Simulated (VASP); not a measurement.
# SeH2 in VASP: settings compared

The runs below take SeH2 through relaxation of the atoms, vibrations by finite differences, single point, with PBE+D3(BJ), PBE.

All numbers are computed with VASP 6.6.1; they aren't measurements. Logs are shortened: lines on timing, memory, paths and dates and some standing lists are left out, and cuts for length are marked.

**1. Starting point**

The cell holds a molecule in a box, 3 atoms: a = 12.461 Å, b = 12.961 Å, c = 13.461 Å, α = 90.00°, β = 90.00°, γ = 90.00°.

**2. Relaxation of the atoms, PBE+D3(BJ)**

Contents of INCAR:

```
ALGO = Fast
EDIFF = 1E-6
EDIFFG = -0.03
ENCUT = 400
GGA = PE
IBRION = 2
ISIF = 2
ISMEAR = 0
ISYM = 0
IVDW = 12
LASPH = True
LCHARG = False
LREAL = False
LWAVE = False
NELM = 60
NSW = 120
PREC = Accurate
SIGMA = 0.01
```

Contents of KPOINTS:

```
k-points
0
Gamma
  1 1 1
```

Contents of POSCAR:

```
H2Se
1.0
   12.4610690859      0.0000000000      0.0000000000
    0.0000000000     12.9610690859      0.0000000000
    0.0000000000      0.0000000000     13.4610690859
Se H
1 2
Selective dynamics
Direct
    0.5259833378      0.5086471597      0.4566967938  F F F
    0.5113385784      0.4258106909      0.5264047515  T T T
    0.4626780838      0.5771152687      0.5168984547  T T T
```

Potentials or basis: VASP PAW PBE potentials, release 64 (Se, H).

The run is started by

```
$ cat potpaw_PBE.64/Se/POTCAR potpaw_PBE.64/H/POTCAR > POTCAR
$ mpirun -np 1 vasp_gam > vasp.out
```

OUTCAR:

```text
EDIFF = 1E-6
   EDIFFG = -0.03
   ENCUT = 400
   GGA = PE
   IBRION = 2
   ISIF = 2
   ISMEAR = 0
   ISYM = 0
   IVDW = 12
   LASPH = True
   LREAL = False
   NELM = 60
   NSW = 120
   PREC = Accurate
 IVDW          = 12

 ion  position               nearest neighbor table
   1  0.526  0.509  0.457-   2 1.44   3 1.44
   2  0.511  0.426  0.526-   1 1.44
   3  0.463  0.577  0.517-   1 1.44

IMPORTANT INFORMATION: All symmetrisations will be switched off!
NOSYMM: (Re-)initialisation of all symmetry stuff for point group C_1.

----------------------------------------------------------------------------------------

                                     Primitive cell

  volume of cell :    2174.0808

  direct lattice vectors                    reciprocal lattice vectors
    12.461069086  0.000000000  0.000000000     0.080249936  0.000000000  0.000000000
     0.000000000 12.961069086  0.000000000     0.000000000  0.077154129  0.000000000
     0.000000000  0.000000000 13.461069086     0.000000000  0.000000000  0.074288305

  length of vectors
    12.461069086 12.961069086 13.461069086     0.080249936  0.077154129  0.074288305

  position of ions in fractional coordinates (direct lattice)
     0.525983338  0.508647160  0.456696794
     0.511338578  0.425810691  0.526404752
     0.462678084  0.577115269  0.516898455

  ion indices of the primitive-cell ions
   primitive index   ion index
                 1           1
                 2           2
                 3           3

----------------------------------------------------------------------------------------

 KPOINTS: k-points

Automatic generation of k-mesh.
 Grid dimensions read from file:
 generate k-points for:    1    1    1

 Generating k-lattice:

  Cartesian coordinates                     Fractional coordinates (reciprocal lattice)
     0.080249936  0.000000000  0.000000000     1.000000000  0.000000000  0.000000000
     0.000000000  0.077154129  0.000000000     0.000000000  1.000000000  0.000000000
     0.000000000  0.000000000  0.074288305     0.000000000  0.000000000  1.000000000

  Length of vectors
     0.080249936  0.077154129  0.074288305

  Shift w.r.t. Gamma in fractional coordinates (k-lattice)
     0.000000000  0.000000000  0.000000000

 Subroutine IBZKPT returns following result:
 ===========================================

 Found      1 irreducible k-points:

 Following reciprocal coordinates:
            Coordinates               Weight
  0.000000  0.000000  0.000000      1.000000
   k-points           NKPTS =      1   k-points in BZ     NKDIM =      1   number of bands    NBANDS=      8
   number of dos      NEDOS =    301   number of ions     NIONS =      3
   total plane-waves  NPLWV = 680400
   dimension x,y,z NGX =    84 NGY =   90 NGZ =   90
   dimension x,y,z NGXF=   168 NGYF=  180 NGZF=  180
   ions per type =               1   2
   NGX,Y,Z   is equivalent  to a cutoff of  11.21, 11.54, 11.12 a.u.
   NGXF,Y,Z  is equivalent  to a cutoff of  22.41, 23.09, 22.23 a.u.
 SYSTEM =  unknown system
   PREC   = accura    normal or accurate (medium, high low for compatibility)
   ISTART =      0    job   : 0-new  1-cont  2-samecut
   ICHARG =      2    charge: 1-file 2-atom 10-const
   ISPIN  =      1    spin polarized calculation?
   LNONCOLLINEAR =      F non collinear calculations
   LSORBIT =      F    spin-orbit coupling
   LASPH  =      T    aspherical Exc in radial PAW
   ENCUT  =  400.0 eV  29.40 Ry    5.42 a.u.  20.32 21.14 21.95*2*pi/ulx,y,z
   NELM   =     60;   NELMIN=  2; NELMDL= -5     # of ELM steps
   EDIFF  = 0.1E-05   stopping-criterion for ELM
   LREAL  =      F    real-space projection
   EDIFFG = -.3E-01   stopping-criterion for IOM
   NSW    =    120    number of steps for IOM
   IBRION =      2    ionic relax: 0-MD 1-quasi-New 2-CG
   NFREE  =      1    steps in history (QN), initial steepest desc. (CG)
   ISIF   =      2    stress and relaxation
   ISYM   =      0    0-nonsym 1-usesym 2-fastsym
   POTIM  = 0.5000    time-step for ionic-motion
   TEBEG  =    0.0;   TEEND  =   0.0 temperature during run
   PSTRESS=    0.0 pullay stress
   NELECT =       8.0000    total number of electrons
   NUPDOWN=      -1.0000    fix difference up-down
   EMIN   =  10.00;   EMAX   =-10.00  energy-range for DOS
   EFERMI =   0.00;   METHOD = LEGACY
   ISMEAR =     0;   SIGMA  =   0.01  broadening in eV -4-tet -1-fermi 0-gaus
   EFERMI_NEDOS =   21; number of points for ismear=-14 and -15
   IALGO  =     68    algorithm
   IMIX   =      4    mixing-type and parameters
     AMIX     =   0.40;   BMIX     =  1.00
     AMIX_MAG =   1.60;   BMIX_MAG =  1.00
  volume/ion in A,a.u.               =     724.69      4890.47
  Fermi-wavevector in a.u.,A,eV,Ry     =   0.252743  0.477616  0.869129  0.063879
  Thomas-Fermi vector in A             =   1.071997
   LORBIT       =      0    0 simple, 1 ext, 2 COOP (PROOUT), +10 PAW based schemes
   GGA     = PE    functional components
   LHFCALC =     F    Hartree Fock is set to
   AEXX    =    0.0000 exact exchange contribution
   IVDW    =    12    specifies the selected vdW correction
   LEPSILON=     F    determine dielectric tensor
   LRPA    =     F    only Hartree local field effects (RPA)
 conjugate gradient relaxation of ions
 non-spin polarized calculation
 RMM-DIIS sequential band-by-band and
 Gauss-broadening in eV      SIGMA  =   0.01
  energy-cutoff  :      400.00
  volume of cell :     2174.08
 maximum number of plane-waves:     19751
 NGX is ok and might be reduce to    84
   NGX = 41   NGY = 43   NGZ = 43

--------------------------------------- Ionic step        1  -------------------------------------------

 number of electron       7.9999999 magnetization

 Free energy of the ion-electron system (eV)
  ---------------------------------------------------
  ext. energy  EPLUGINS =         0.00000000
  ---------------------------------------------------
  free energy    TOTEN  =       -10.07231132 eV

  energy without entropy =      -10.07231132  energy(sigma->0) =      -10.07231132

------------------------ aborting loop because EDIFF is reached ----------------------------------------

 Edisp (eV)   -0.02417

 E8    (eV) :    -0.0078

  FORCE on cell =-STRESS in cart. coord.  units (eV):
  Direction    XX          YY          ZZ          XY          YZ          ZX
  --------------------------------------------------------------------------------------
  -------------------------------------------------------------------------------------
  Total       0.33249     1.14572     0.96452    -0.32427    -0.19730    -0.57636
  in kB       0.24502     0.84433     0.71080    -0.23897    -0.14540    -0.42474
  external pressure =        0.60 kB  Pullay stress =        0.00 kB

 VOLUME and BASIS-vectors are now :
 -----------------------------------------------------------------------------
  energy-cutoff  :      400.00
  volume of cell :     2174.08
      direct lattice vectors                 reciprocal lattice vectors
    12.461069086  0.000000000  0.000000000     0.080249936  0.000000000  0.000000000
     0.000000000 12.961069086  0.000000000     0.000000000  0.077154129  0.000000000
     0.000000000  0.000000000 13.461069086     0.000000000  0.000000000  0.074288305
[... 124 lines left out ...]
 POSITION                                       TOTAL-FORCE (eV/Angst)
 -----------------------------------------------------------------------------------
      6.55431      6.59261      6.14763         0.028080      0.005477     -0.049519
      6.36402      5.48915      7.11667        -0.022705      0.026439      0.023007
      5.74107      7.50365      6.98519        -0.005375     -0.031915      0.026512
 -----------------------------------------------------------------------------------
    total drift:                               -0.000688     -0.000398      0.001292

  FREE ENERGIE OF THE ION-ELECTRON SYSTEM (eV)
  ---------------------------------------------------
  free  energy   TOTEN  =       -10.1373680711 eV

  energy  without entropy=      -10.1373680711  energy(sigma->0) =      -10.13736807

--------------------------------------- Ionic step        5  -------------------------------------------

 number of electron       8.0000000 magnetization

 Free energy of the ion-electron system (eV)
  ---------------------------------------------------
  ext. energy  EPLUGINS =         0.00000000
  ---------------------------------------------------
  free energy    TOTEN  =       -10.11363217 eV

  energy without entropy =      -10.11363217  energy(sigma->0) =      -10.11363217

 E-fermi :  -5.7461     XC(G=0):  -0.4369

 val. band max:       -5.8245918773   @ k =   0.0000   0.0000   0.0000
 cond. band min:      -1.0339408958   @ k =   0.0000   0.0000   0.0000
 fundamental gap:      4.7906509815
 Fermi energy:        -5.7461217268

 k-point     1 :       0.0000    0.0000    0.0000
  band No.  band energies     occupation
      1     -18.1229      2.00000
      2     -10.1576      2.00000
      3      -8.7729      2.00000
      4      -5.8246      2.00000
      5      -1.0339      0.00000
      6      -0.8840      0.00000
      7       0.2057      0.00000
      8       0.5661      0.00000

------------------------ aborting loop because EDIFF is reached ----------------------------------------

 Edisp (eV)   -0.02414

 E8    (eV) :    -0.0078

  FORCE on cell =-STRESS in cart. coord.  units (eV):
  Direction    XX          YY          ZZ          XY          YZ          ZX
  --------------------------------------------------------------------------------------
  -------------------------------------------------------------------------------------
  Total      -0.11071    -0.13043    -0.09672     0.00514    -0.00105    -0.01254
  in kB      -0.08158    -0.09612    -0.07128     0.00379    -0.00077    -0.00924
  external pressure =       -0.08 kB  Pullay stress =        0.00 kB
[... 10 lines left out ...]
 POSITION                                       TOTAL-FORCE (eV/Angst)
 -----------------------------------------------------------------------------------
      6.55431      6.59261      6.14763         0.008981      0.001252     -0.014817
      6.35998      5.49346      7.12098        -0.007196      0.009751      0.006665
      5.73993      7.49831      6.99006        -0.001785     -0.011004      0.008152
 -----------------------------------------------------------------------------------
    total drift:                               -0.001400     -0.000475      0.002492

  FREE ENERGIE OF THE ION-ELECTRON SYSTEM (eV)
  ---------------------------------------------------
  free  energy   TOTEN  =       -10.1377743637 eV

  energy  without entropy=      -10.1377743637  energy(sigma->0) =      -10.13777436

 reached required accuracy - stopping structural energy minimisation
```

Wall time 4.8 min (1 thread of Intel Xeon Platinum 8488C (Sapphire Rapids), shared host); peak memory 1.3 GiB.

Results:

* Free energy: -10.1378 eV
* Energy gained by relaxing: 13.8 meV/atom
* Ionic steps: 5
* Gap between the frontier levels: 4.79 eV
* Dispersion energy per atom: -0.008 eV

Step by step:
| step | energy change (eV) | largest force (eV/Å) | pressure (GPa) |
| --- | --- | --- | --- |
| 1 | 0.0000 | 1.4159 | 0.06 |
| 2 | -0.0404 | 0.0911 | -0.01 |
| 3 | -0.0407 | 0.0711 | -0.01 |
| 4 | -0.0409 | 0.0572 | -0.01 |
| 5 | -0.0413 | 0.0174 | -0.01 |

Final structure:
```yaml
crystal:
  lattice:
    - [12.46107, 0.00000, 0.00000]
    - [0.00000, 12.96107, 0.00000]
    - [0.00000, 0.00000, 13.46107]
  atoms:
    - { symbol: Se, position: [0.52598, 0.50865, 0.45670] }
    - { symbol: H, position: [0.51039, 0.42384, 0.52901] }
    - { symbol: H, position: [0.46063, 0.57853, 0.51928] }
```

Levels at points of the mesh, in eV from the valence-band top:
| k point | band 1 | band 2 | band 3 | band 4 | band 5 | band 6 | band 7 | band 8 |
| --- | --- | --- | --- | --- | --- | --- | --- | --- |
| (0.00, 0.00, 0.00) | -12.30 | -4.33 | -2.95 | 0.00 | 4.79 | 4.94 | 6.03 | 6.39 |

**3. Vibrations by finite differences, PBE+D3(BJ)**

Contents of INCAR:

```
SYSTEM = H2Se
PREC = Accurate ; ENCUT = 400
EDIFF = 1E-7 ; ISMEAR = 0
SIGMA = 0.01 ; LREAL = .False.
LASPH = .True. ; NELM = 60
ALGO = Fast ; ISIF = 2
LWAVE = .False. ; LCHARG = .False.
GGA = PE ; IVDW = 12
IBRION = 5 ; NFREE = 2
POTIM = 0.015 ; NSW = 1
ISYM = 0
```

Contents of KPOINTS:

```
regular mesh
0
Gamma
  1 1 1
  0 0 0
```

Contents of POSCAR:

```
H2Se                                    
1.0
   12.4610690859      0.0000000000      0.0000000000
    0.0000000000     12.9610690859      0.0000000000
    0.0000000000      0.0000000000     13.4610690859
  Se              H             
     1     2
Selective dynamics
Direct
0.5259833377999996  0.5086471596999971  0.4566967937999991  T T T
0.5103882297065828  0.4238433876027820  0.5290054432957866  T T T
0.4606292650808146  0.5785255011076406  0.5192798605419129  T T T
```

Potentials or basis: VASP PAW PBE potentials, release 64 (Se, H).

The run is started by

```
$ cat potpaw_PBE.64/Se/POTCAR potpaw_PBE.64/H/POTCAR > POTCAR
$ mpirun -np 1 vasp_gam > vasp.out
```

It took 30 min on 1 thread of Intel Xeon Platinum 8488C (Sapphire Rapids), shared host; peak memory 1.3 GiB.

The run converged. Its results:

```yaml
Highest_phonon_frequency_at_Γ_LO-TO_splitting_left_out: 2377 cm⁻¹
Most_unstable_mode: 57i cm⁻¹
Dispersion_energy_per_atom: -0.008 eV
```

Phonon frequencies in cm⁻¹ (negative: imaginary):
| q point | frequencies |
| --- | --- |
| (0.000, 0.000, 0.000) | -57 -17 0 0 2 44 1020 2362 2377 |

Caveat: some modes are imaginary.

**4. Single point, PBE**

Contents of INCAR:

```
SYSTEM = H2Se
PREC = Accurate ; ENCUT = 400
EDIFF = 1E-6 ; ISMEAR = 0
SIGMA = 0.01 ; LREAL = .False.
LASPH = .True. ; NELM = 60
ALGO = Fast ; ISIF = 2
LWAVE = .False. ; LCHARG = .False.
GGA = PE ; ISYM = 0
```

KPOINTS is that of step 3.

Contents of POSCAR:

```
H2Se                                    
1.0
   12.4610690859      0.0000000000      0.0000000000
    0.0000000000     12.9610690859      0.0000000000
    0.0000000000      0.0000000000     13.4610690859
  Se              H             
     1     2
Selective dynamics
Direct
     0.5259833377999996    0.5086471596999971    0.4566967937999991   F   F   F
     0.5103882297065828    0.4238433876027820    0.5290054432957866   T   T   T
     0.4606292650808146    0.5785255011076406    0.5192798605419129   T   T   T
```

The run is started by

```
$ cat potpaw_PBE.64/Se/POTCAR potpaw_PBE.64/H/POTCAR > POTCAR
$ mpirun -np 1 vasp_gam > vasp.out
```

Wall time 2.1 min (1 thread of Intel Xeon Platinum 8488C (Sapphire Rapids), shared host); peak memory 1.1 GiB.

The run converged. Its results:

```yaml
Free_energy: -10.1136 eV
Largest_force: 0.019 eV/Å
Gap_between_the_frontier_levels: 4.79 eV
```

Forces on the atoms (eV/Å):
```
Se   0.010  0.001 -0.016
H   -0.008  0.009  0.008
H   -0.002 -0.011  0.009
```

Levels at points of the mesh, in eV from the valence-band top:
```csv
k point,band 1,band 2,band 3,band 4,band 5,band 6,band 7,band 8
"(0.00, 0.00, 0.00)",-12.30,-4.33,-2.95,0.00,4.79,4.94,6.03,6.38
```

Expect the measured gap to be larger: semilocal functionals such as PBE lack the derivative discontinuity.

**5. Overview**

```csv
task,level,cell,atoms held fixed (from 0),gap on the mesh (eV)
relaxation of the atoms,PBE+D3(BJ),atoms relaxed,[0],4.79
vibrations by finite differences,PBE+D3(BJ),as given,-,-
single point,PBE,as given,-,4.79
```

Alike in all rows: potentials or basis VASP PAW PBE potentials, release 64 (Se, H); no spin polarisation; k mesh 1 × 1 × 1; cutoff (eV) 400; smearing gaussian 0.01 eV.

Caveats: some modes are imaginary (some runs).

Absolute energies hang on the potentials; compare differences alone.
